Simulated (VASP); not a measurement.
# FeSi23 (a cell with a defect) in VASP: notebook

One crystal, FeSi23 (a cell with a defect), is run at these levels: PBEsol+U; tasks: single point.

Everything below comes from runs of VASP 6.6.1. Logs are shortened: lines on timing, memory, paths and dates and some standing lists are left out, and cuts for length are marked.

### 1 The crystal as given

The cell holds a defect, 24 atoms: a = 11.534 Å, b = 7.689 Å, c = 7.689 Å, α = 60.00°, β = 60.00°, γ = 60.00°.

### 2 Single point, PBEsol+U, collinear spin, ferromagnetic start

File INCAR:

```
PREC = Accurate
ENCUT = 350
EDIFF = 1E-5
ISMEAR = 0
SIGMA = 0.03
LREAL = Auto
LASPH = T
NELM = 120
ALGO = All
ISIF = 2
LWAVE = F
LCHARG = F
ISPIN = 2
MAGMOM = 4 0 0 0 0 0 0 0 0 0 0 0 0 0 0 0 0 0 0 0 0 0 0 0
LORBIT = 11
LMAXMIX = 4
LDAU = T
LDAUTYPE = 2
LDAUL = 2 -1
LDAUU = 4 0
LDAUJ = 0 0
LDAUPRINT = 1
GGA = PS
ISYM = 0
KPAR = 4
```

File KPOINTS:

```
Automatic mesh
0
Gamma
  2 3 3
```

File POSCAR:

```
FeSi23
1.0
    0.0000000000      8.1555000000      8.1555000000
    5.4370000000      0.0000000000      5.4370000000
    5.4370000000      5.4370000000      0.0000000000
Fe Si
1 23
Direct
    0.0000000000      0.0000000000      0.0000000000
    0.0000000000      0.0000000000      0.5000000000
    0.0000000000      0.5000000000      0.0000000000
    0.0000000000      0.5000000000      0.5000000000
    0.3333330000      0.0000000000      0.0000000000
    0.3333330000      0.0000000000      0.5000000000
    0.3333330000      0.5000000000      0.0000000000
    0.3333330000      0.5000000000      0.5000000000
    0.6666670000      0.0000000000      0.0000000000
    0.6666670000      0.0000000000      0.5000000000
    0.6666670000      0.5000000000      0.0000000000
    0.6666670000      0.5000000000      0.5000000000
    0.0833333333      0.1250000000      0.1250000000
    0.0833333333      0.1250000000      0.6250000000
    0.0833333333      0.6250000000      0.1250000000
    0.0833333333      0.6250000000      0.6250000000
    0.4166663333      0.1250000000      0.1250000000
    0.4166663333      0.1250000000      0.6250000000
    0.4166663333      0.6250000000      0.1250000000
    0.4166663333      0.6250000000      0.6250000000
    0.7500003333      0.1250000000      0.1250000000
    0.7500003333      0.1250000000      0.6250000000
    0.7500003333      0.6250000000      0.1250000000
    0.7500003333      0.6250000000      0.6250000000
```

Potentials or basis: VASP PAW PBE potentials, release 64 (Fe, Si).

Launch:

```sh
$ cat potpaw_PBE.64/Fe/POTCAR potpaw_PBE.64/Si/POTCAR > POTCAR
$ mpirun -np 4 vasp_std > vasp.out
```

OUTCAR:

```text
PREC = Accurate
   ENCUT = 350
   EDIFF = 1E-5
   ISMEAR = 0
   LREAL = Auto
   LASPH = T
   NELM = 120
   ISIF = 2
   ISPIN = 2
   LORBIT = 11
   GGA = PS
   ISYM = 0

 ion  position               nearest neighbor table
   1  0.000  0.000  0.000-  21 2.35  13 2.35  15 2.35  14 2.35
   2  0.000  0.000  0.500-  22 2.35  14 2.35  16 2.35  13 2.35
   3  0.000  0.500  0.000-  23 2.35  15 2.35  13 2.35  16 2.35
   4  0.000  0.500  0.500-  24 2.35  16 2.35  14 2.35  15 2.35
   5  0.333  0.000  0.000-  13 2.35  17 2.35  19 2.35  18 2.35
   6  0.333  0.000  0.500-  14 2.35  18 2.35  20 2.35  17 2.35
[... 16 lines left out ...]
  23  0.750  0.625  0.125-   3 2.35  11 2.35   9 2.35  12 2.35
  24  0.750  0.625  0.625-   4 2.35  12 2.35  11 2.35  10 2.35

IMPORTANT INFORMATION: All symmetrisations will be switched off!
NOSYMM: (Re-)initialisation of all symmetry stuff for point group C_1.

----------------------------------------------------------------------------------------

                                     Primitive cell

  volume of cell :     482.1690

  direct lattice vectors                    reciprocal lattice vectors
     0.000000000  8.155500000  8.155500000    -0.061308320  0.061308320  0.061308320
     5.437000000  0.000000000  5.437000000     0.091962479 -0.091962479  0.091962479
     5.437000000  5.437000000  0.000000000     0.091962479  0.091962479 -0.091962479

  length of vectors
    11.533618708  7.689079139  7.689079139     0.106189124  0.159283687  0.159283687

  position of ions in fractional coordinates (direct lattice)
     0.000000000  0.000000000  0.000000000
     0.000000000  0.000000000  0.500000000
     0.000000000  0.500000000  0.000000000
     0.000000000  0.500000000  0.500000000
     0.333333000  0.000000000  0.000000000
     0.333333000  0.000000000  0.500000000
[... 16 lines left out ...]
     0.750000333  0.625000000  0.125000000
     0.750000333  0.625000000  0.625000000

  ion indices of the primitive-cell ions
   primitive index   ion index
                 1           1
                 2           2
                 3           3
                 4           4
                 5           5
                 6           6
[... 16 lines left out ...]
                23          23
                24          24

----------------------------------------------------------------------------------------

 KPOINTS: Automatic mesh

Automatic generation of k-mesh.
 Grid dimensions read from file:
 generate k-points for:    2    3    3

 Generating k-lattice:

  Cartesian coordinates                     Fractional coordinates (reciprocal lattice)
    -0.030654160  0.030654160  0.030654160     0.500000000  0.000000000  0.000000000
     0.030654160 -0.030654160  0.030654160     0.000000000  0.333333333  0.000000000
     0.030654160  0.030654160 -0.030654160     0.000000000  0.000000000  0.333333333

  Length of vectors
     0.053094562  0.053094562  0.053094562

  Shift w.r.t. Gamma in fractional coordinates (k-lattice)
     0.000000000  0.000000000  0.000000000

 WARNING: IBZKPT: internal override: KBLOWUP is changed to .FALSE.
      ... skipping the blow-up phase ...

 Subroutine IBZKPT returns following result:
 ===========================================

 Found     10 irreducible k-points:

 Following reciprocal coordinates:
            Coordinates               Weight
  0.000000  0.000000  0.000000      1.000000
  0.500000  0.000000  0.000000      1.000000
  0.000000  0.333333  0.000000      2.000000
  0.500000  0.333333  0.000000      2.000000
  0.000000  0.000000  0.333333      2.000000
[... 48 lines left out ...]
 LDA+U is selected, type is set to LDAUTYPE =  2
   angular momentum for each species LDAUL =     2   -1
   U (eV)           for each species LDAUU =   4.0  0.0
   J (eV)           for each species LDAUJ =   0.0  0.0
   GGA     = PS    functional components
   LHFCALC =     F    Hartree Fock is set to
   AEXX    =    0.0000 exact exchange contribution
   IVDW    =     0    specifies the selected vdW correction
   LEPSILON=     F    determine dielectric tensor
   LRPA    =     F    only Hartree local field effects (RPA)
 spin polarized calculation
 Gauss-broadening in eV      SIGMA  =   0.03
  energy-cutoff  :      350.00
  volume of cell :      482.17
 maximum number of plane-waves:      7219
   NGX = 35   NGY = 23   NGZ = 23

 number of electron     100.0000000 magnetization       4.0000000

atom =   1  type =  1  l = 2

 onsite density matrix

spin component  1

  0.9101 -0.0053  0.0003 -0.0038 -0.0003
 -0.0053  0.9034 -0.0003 -0.0053  0.0006
  0.0003 -0.0003  0.9306  0.0001 -0.0009
 -0.0038 -0.0053  0.0001  0.9101 -0.0004
 -0.0003  0.0006 -0.0009 -0.0004  0.9316

spin component  2

  0.4687  0.0955  0.0100  0.1175  0.0064
  0.0955  0.6349 -0.0296  0.0939  0.0492
  0.0100 -0.0296  0.0254 -0.0116 -0.0033
  0.1175  0.0939 -0.0116  0.4674 -0.0061
  0.0064  0.0492 -0.0033 -0.0061  0.0290

 occupancies and eigenvectors

  o =  0.0225  v =  0.0000  0.0000  0.0000  0.0000  0.0000 -0.0370  0.0010  0.8627  0.0389  0.5028      0.0000  0.0000  0.0000  0.0000  0.0000  0.0000  0.0000  0.0000  0.0000  0.0000
  o =  0.0253  v =  0.0000  0.0000  0.0000  0.0000  0.0000  0.0160 -0.0986 -0.5009  0.0155  0.8596      0.0000  0.0000  0.0000  0.0000  0.0000  0.0000  0.0000  0.0000  0.0000  0.0000
  o =  0.3515  v =  0.0000  0.0000  0.0000  0.0000  0.0000  0.7056 -0.0035  0.0467 -0.7066  0.0264      0.0000  0.0000  0.0000  0.0000  0.0000  0.0000  0.0000  0.0000  0.0000  0.0000
  o =  0.4769  v =  0.0000  0.0000  0.0000  0.0000  0.0000 -0.5464  0.6276 -0.0396 -0.5488  0.0689      0.0000  0.0000  0.0000  0.0000  0.0000  0.0000  0.0000  0.0000  0.0000  0.0000
  o =  0.7492  v =  0.0000  0.0000  0.0000  0.0000  0.0000 -0.4493 -0.7723  0.0327 -0.4448 -0.0532      0.0000  0.0000  0.0000  0.0000  0.0000  0.0000  0.0000  0.0000  0.0000  0.0000
  o =  0.8972  v =  0.4520  0.7714  0.0023  0.4480 -0.0053  0.0000  0.0000  0.0000  0.0000  0.0000      0.0000  0.0000  0.0000  0.0000  0.0000  0.0000  0.0000  0.0000  0.0000  0.0000
  o =  0.9124  v = -0.5453  0.6356  0.0222 -0.5447 -0.0388  0.0000  0.0000  0.0000  0.0000  0.0000      0.0000  0.0000  0.0000  0.0000  0.0000  0.0000  0.0000  0.0000  0.0000  0.0000
  o =  0.9139  v = -0.7056  0.0019  0.0048  0.7086  0.0028  0.0000  0.0000  0.0000  0.0000  0.0000      0.0000  0.0000  0.0000  0.0000  0.0000  0.0000  0.0000  0.0000  0.0000  0.0000
  o =  0.9301  v = -0.0041 -0.0006 -0.8652  0.0038 -0.5014  0.0000  0.0000  0.0000  0.0000  0.0000      0.0000  0.0000  0.0000  0.0000  0.0000  0.0000  0.0000  0.0000  0.0000  0.0000
  o =  0.9321  v =  0.0218 -0.0328  0.5009  0.0218 -0.8643  0.0000  0.0000  0.0000  0.0000  0.0000      0.0000  0.0000  0.0000  0.0000  0.0000  0.0000  0.0000  0.0000  0.0000  0.0000

 number of electron      99.9999998 magnetization       3.1119078

 Free energy of the ion-electron system (eV)
  ---------------------------------------------------
  ext. energy  EPLUGINS =         0.00000000
  ---------------------------------------------------
  free energy    TOTEN  =      -135.75578405 eV

  energy without entropy =     -135.75461192  energy(sigma->0) =     -135.75519799

 E-fermi :   5.7184     XC(G=0):  -9.5690

 val. band max:        5.7148257968   @ k =   0.5000   0.3333   0.3333
 cond. band min:       5.7936939752   @ k =   0.5000  -0.3333   0.3333
 fundamental gap:      0.0788681784
 Fermi energy:         5.7183768229

 spin component 1

 k-point     1 :       0.0000    0.0000    0.0000
  band No.  band energies     occupation
      1      -6.2998      1.00000
      2      -4.9965      1.00000
      3      -4.8487      1.00000
      4      -4.0427      1.00000
      5      -3.9885      1.00000
      6      -3.8916      1.00000
[... 639 lines left out ...]
     61       8.7549      0.00000
     62       8.9005      0.00000
 Fermi energy:         5.7183768229

 spin component 2

 k-point     1 :       0.0000    0.0000    0.0000
  band No.  band energies     occupation
      1      -6.2955      1.00000
      2      -4.9934      1.00000
      3      -4.8424      1.00000
      4      -4.0363      1.00000
      5      -3.9839      1.00000
      6      -3.8892      1.00000
[... 639 lines left out ...]
     61       8.7689      0.00000
     62       8.9248      0.00000
 [bands above 62 left out]

------------------------ aborting loop because EDIFF is reached ----------------------------------------

  FORCE on cell =-STRESS in cart. coord.  units (eV):
  Direction    XX          YY          ZZ          XY          YZ          ZX
  --------------------------------------------------------------------------------------
  -------------------------------------------------------------------------------------
  Total        0.0290384     -0.1874047     -0.1864289     -0.1660334     -0.0471800     -0.1673907
  in kB        0.0964904     -0.6227184     -0.6194762     -0.5517050     -0.1567722     -0.5562148
  external PRESSURE =      -0.3819014 kB  Pullay stress =       0.0000000 kB

 VOLUME and BASIS-vectors are now :
 -----------------------------------------------------------------------------
  energy-cutoff  :      350.00
  volume of cell :      482.17
      direct lattice vectors                 reciprocal lattice vectors
     0.000000000  8.155500000  8.155500000    -0.061308320  0.061308320  0.061308320
     5.437000000  0.000000000  5.437000000     0.091962479 -0.091962479  0.091962479
     5.437000000  5.437000000  0.000000000     0.091962479  0.091962479 -0.091962479

 POSITION                                       TOTAL-FORCE (eV/Angst)
 -----------------------------------------------------------------------------------
      0.00000      0.00000      0.00000        -0.042594      0.057892      0.057916
      2.71850      2.71850      0.00000        -0.028549      0.003231     -0.025823
      2.71850      0.00000      2.71850        -0.028317     -0.026183      0.003731
      5.43700      2.71850      2.71850        -0.013431      0.006900      0.007237
      0.00000      2.71850      2.71850        -0.023347     -0.033927     -0.033756
      2.71850      5.43700      2.71850         0.010505     -0.011081     -0.015605
[... 16 lines left out ...]
      4.07775      6.79625      9.51475         0.003070     -0.001478     -0.011387
      6.79625      9.51475      9.51475         0.017657     -0.007690     -0.007642
 -----------------------------------------------------------------------------------
    total drift:                                0.002863     -0.000854     -0.000865

  FREE ENERGIE OF THE ION-ELECTRON SYSTEM (eV)
  ---------------------------------------------------
  free  energy   TOTEN  =      -135.7557840463 eV

  energy  without entropy=     -135.7546114751  energy(sigma->0) =     -135.75519776

 total charge

# of ion       s       p       d       tot
------------------------------------------
    1        0.505   0.431   6.188   7.124
    2        0.759   0.921   0.000   1.680
    3        0.759   0.921   0.000   1.680
    4        0.757   0.926   0.000   1.683
    5        0.756   0.930   0.000   1.686
    6        0.753   0.933   0.000   1.686
[... 16 lines left out ...]
   23        0.752   0.938   0.000   1.690
   24        0.751   0.939   0.000   1.690
--------------------------------------------------
tot         17.931  21.808   6.188  45.927

 magnetization (x)

# of ion       s       p       d       tot
------------------------------------------
    1        0.032   0.051   2.958   3.041
    2        0.002   0.003   0.000   0.004
    3        0.002   0.003   0.000   0.004
    4        0.003  -0.002   0.000   0.001
    5        0.003   0.003   0.000   0.006
    6        0.002   0.003   0.000   0.004
[... 16 lines left out ...]
   23       -0.000  -0.001   0.000  -0.001
   24       -0.000  -0.001   0.000  -0.001
--------------------------------------------------
tot          0.047  -0.066   2.958   2.938
```

Wall time 6.2 min (4 MPI ranks of AMD EPYC 9R45 (Zen 5), shared host); peak memory 0.89 GiB.

Results:

```yaml
Free_energy: -135.7558 eV
Pressure: 0.0 GPa
Largest_force: 0.281 eV/Å
Band_gap_on_the_k_mesh: none (metal or under the smearing width)
Net_moment: 3.11 μB per cell
Site_moments: Fe +3.04; Si +0.00, +0.01, -0.00, -0.03, -0.04, -0.02 μB
Valence_electrons_inside_the_program's_atomic_spheres: Fe 7.12; Si 1.68, 1.69
```

Forces on the atoms (eV/Å):
```
Fe  -0.043  0.058  0.058
Si  -0.029  0.003 -0.026
Si  -0.028 -0.026  0.004
Si  -0.013  0.007  0.007
Si  -0.023 -0.034 -0.034
Si   0.011 -0.011 -0.016
Si   0.011 -0.016 -0.011
Si  -0.005  0.004  0.004
Si  -0.045  0.097  0.097
Si  -0.068  0.027  0.076
Si  -0.068  0.076  0.027
Si  -0.008  0.008  0.008
Si   0.144  0.064  0.063
Si  -0.059 -0.055  0.071
Si  -0.060  0.071 -0.056
Si  -0.004  0.002  0.002
Si   0.006  0.007  0.007
Si   0.044 -0.056 -0.036
Si   0.044 -0.035 -0.056
Si   0.001 -0.012 -0.012
Si   0.169 -0.159 -0.159
Si   0.003 -0.011 -0.001
Si   0.003 -0.001 -0.011
Si   0.018 -0.008 -0.008
```

Stress tensor (GPa, compression positive):
```
 0.01 -0.06 -0.06
-0.06 -0.06 -0.02
-0.06 -0.02 -0.06
```

Levels at points of the mesh, in eV from the Fermi level:
Spin up:
```tsv
k point	band 50	band 51	band 52	band 53	band 54	band 55
(0.00, 0.00, 0.00)	-0.52	0.42	0.61	0.64	0.80	0.82
(0.50, 0.00, 0.00)	-0.58	-0.57	0.60	0.61	0.66	0.66
```
Spin down:
| k point | band 45 | band 46 | band 47 | band 48 | band 49 | band 50 | band 51 | band 52 |
| --- | --- | --- | --- | --- | --- | --- | --- | --- |
| (0.00, 0.00, 0.00) | -1.00 | -0.62 | -0.48 | -0.42 | 0.33 | 0.61 | 0.71 | 0.81 |
| (0.50, 0.00, 0.00) | -1.04 | -0.88 | -0.57 | -0.54 | 0.19 | 0.28 | 0.49 | 0.67 |

Eigenvalues of the final occupation matrices:
| site | spin | trace | eigenvalues |
| --- | --- | --- | --- |
| site 1 d | 1 | 4.59 | 0.90 0.91 0.91 0.93 0.93 |
| site 1 d | 2 | 1.63 | 0.02 0.03 0.35 0.48 0.75 |

Caveat: the PAW data sets were made with another functional, which shifts forces and pressure a little; the U is typed as a test and isn't derived for this compound. The state reached can hang on the start; a lower one may exist.

(Part 1 of 2 ends here.)
